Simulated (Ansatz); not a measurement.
# CaO: the cost of one run

Program: Ansatz 0.2.0. Level of theory: DFT PBE, scalar-relativistic, plane waves, PAW, unless a step names another level. These are calculated values, not measurements.

## 1. The starting structure

The structure is cubic, space group Fm-3m (No. 225). Conventional cell: a = 4.831 Å, b = 4.831 Å, c = 4.831 Å, α = 90.00°, β = 90.00°, γ = 90.00°. Around Ca (site symmetry m-3m) lie 6 O at 2.42 Å. O (site symmetry m-3m) is surrounded by 6 Ca at 2.42 Å.

Coordinates:

```cif
data_structure
_symmetry_space_group_name_H-M 'P 1'
_symmetry_Int_Tables_number 1
_cell_length_a 3.4161
_cell_length_b 3.4161
_cell_length_c 3.4161
_cell_angle_alpha 60.000
_cell_angle_beta 60.000
_cell_angle_gamma 60.000
_cell_volume 28.19
loop_
_atom_site_label
_atom_site_type_symbol
_atom_site_fract_x
_atom_site_fract_y
_atom_site_fract_z
_atom_site_occupancy
Ca1 Ca 0.00000 0.00000 0.00000 1
O1 O 0.50000 0.50000 0.50000 1
```

It is the end of an earlier relaxation with the same method, from a generated guess; it is a trial structure. At a tolerance of 0.02 Å it has space group Fm-3m (No. 225); it has 14.09 Å³/atom, an uncorrected energy of -2.95 eV/atom over the elements and, on its mesh, gap 3.66 eV.

## 2. Band edges anywhere in the zone

input.yaml

```yaml
crystal:
  lattice:
    - [0.0, 2.4155243932, 2.4155243932]
    - [2.4155243932, 0.0, 2.4155243932]
    - [2.4155243932, 2.4155243932, 0.0]
  atoms:
    - { symbol: Ca, position: [0.0, 0.0, 0.0] }
    - { symbol: O, position: [0.5, 0.5, 0.5] }
basis:
  ecutwfc: 420
kpoints:
  mp_grid: { grid: [8, 8, 8] }
  band_path: { path: [VBM, CBM], npoints: 2 }
hamiltonian:
  xc: pbe
scf:
  occupations: { method: gaussian, width: 0.02 }
output:
  forces: false
  stress: false
  eigenvalues: true
checkpoint:
  read: start.run
  write: ck
  compress: false
  write_wavefunctions: false
  write_every: 100000
```

Command:

```
> ansatz run input.yaml --threads 1 --pin off --max-ram 2560MiB --backend cpu --events-out ev --progress --plain --runs-dir out
```

Q: Estimate wall time and peak memory on 1 thread of Arm Neoverse V1, shared host.

About 1.4 s, with a peak of 0.24 GiB.
